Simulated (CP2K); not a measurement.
Runs of CP2K 2026.2 on WS2 (Tungstenite). All rows change the cell; the cell of one of them follows. It takes space group Cm (No. 8, monoclinic). The conventional cell has a = 5.577 Å, b = 3.158 Å, c = 6.450 Å, α = 90.00°, β = 107.08°, γ = 90.00°. W (site symmetry m) has 6 S at 2.39 to 2.44 Å as nearest neighbours. S (site symmetry m) has 3 W at 2.43 to 2.44 Å as nearest neighbours. S (site symmetry m) has 3 W at 2.39 to 2.43 Å as nearest neighbours. 

```csv
cell,k mesh,gap on the mesh (eV),pressure (GPa),largest force (eV/Å)
strain_c = 0.02,10 × 10 × 10,1.00,-3.1,0.60
strain_c = 0.06,10 × 10 × 10,(d),-8.1,(c)
strain_c = -0.04,10 × 10 × 5,(a),7.5,0.98
strain_c = 0.04,10 × 10 × 10,1.00,-5.8,0.71
strain_c = -0.02,10 × 10 × 5,1.08,3.5,(b)
strain_c = 0,10 × 10 × 10,1.01,0.0,0.61
```

Alike in all rows: task single point; level PBEsol; potentials or basis POTENTIAL_UZH W GTH-PBE-q14, S GTH-PBE-q6; TZVP-MOLOPT-PBE-GTH basis; no spin polarisation; smearing fermi-dirac 0.05 eV.

**Question.** Estimate the missing entries.

**Answer.** (a) 1.10; (b) 0.67; (c) 0.91; (d) 0.99.

Caveats: the potentials were made for another functional, which shifts forces and pressure; spin-orbit coupling is left out, which moves the levels of the heavy elements; this functional lacks dispersion, which binds the layers, so the pressure and a relaxed spacing across them are unreliable; the basis of atomic orbitals isn't converged, which shifts pressures, moduli and gaps; an odd mesh through Γ misses points on the zone boundary, where band edges often lie (some runs).

A k mesh can miss the band edges, and the runs leave out spin-orbit coupling on W.
